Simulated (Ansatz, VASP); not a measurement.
# Two plane-wave programs on Au

Contents of INCAR:

```
PREC     = Accurate       # precision mode
ENCUT    = 520            # plane-wave cutoff, eV
EDIFF    = 1E-6           # SCF threshold, eV
ISMEAR   = 0              # smearing method
SIGMA    = 0.1            # smearing width, eV
LREAL    = F              # projectors in reciprocal space
LASPH    = T              # aspherical terms in the spheres
NELM     = 100            # most SCF steps
ALGO     = Normal         # electronic algorithm
ISIF     = 2              # what is computed and relaxed
LWAVE    = F              # write WAVECAR
LCHARG   = F              # write CHGCAR
GGA      = PE             # functional
NBANDS   = 12             # bands
```

The input KPOINTS:

```
Automatic mesh
0
Gamma
  8 8 8
```

The input POSCAR:

```
Au
1.0
    0.0000000000      2.0399988786      2.0399988786
    2.0399988786      0.0000000000      2.0399988786
    2.0399988786      2.0399988786      0.0000000000
Au
1
Direct
    0.0000000000      0.0000000000      0.0000000000
```

Input for Ansatz:

```yaml
crystal:
  lattice:
    - [0.0, 2.0399988786, 2.0399988786]
    - [2.0399988786, 0.0, 2.0399988786]
    - [2.0399988786, 2.0399988786, 0.0]
  atoms:
    - { symbol: Au, position: [0.0, 0.0, 0.0] }
basis:
  ecutwfc: 420
kpoints:
  mp_grid: { grid: [8, 8, 8] }
hamiltonian:
  xc: pbe
scf:
  occupations: { method: gaussian, width: 0.1 }
output:
  forces: true
  stress: true
  eigenvalues: true
```

Alike in both runs: task single point; functional PBE; k mesh 8 × 8 × 8; occupations gaussian, width 0.1 eV; no spin polarisation.

|  | VASP | Ansatz |
| --- | --- | --- |
| version | VASP 6.6.1 | Ansatz 0.2.0 |
| potentials or method | VASP PAW PBE potentials, release 64 (Au) | scalar-relativistic, plane waves, PAW |
| plane-wave cutoff (eV) | 520 | 420 |
| valence electrons in the cell | 11 | 19 |

```csv
,VASP,Ansatz,Ansatz less VASP
gap on the k mesh at the Fermi level (eV),none,none,-
pressure (GPa),10.0,10.4,+0.31
```

A gap of «none» marks a metal or a gap that the smearing closes. The two sets of potentials don't hold the same shells in valence.

Spin-orbit coupling is left out, which matters for the levels of Au.
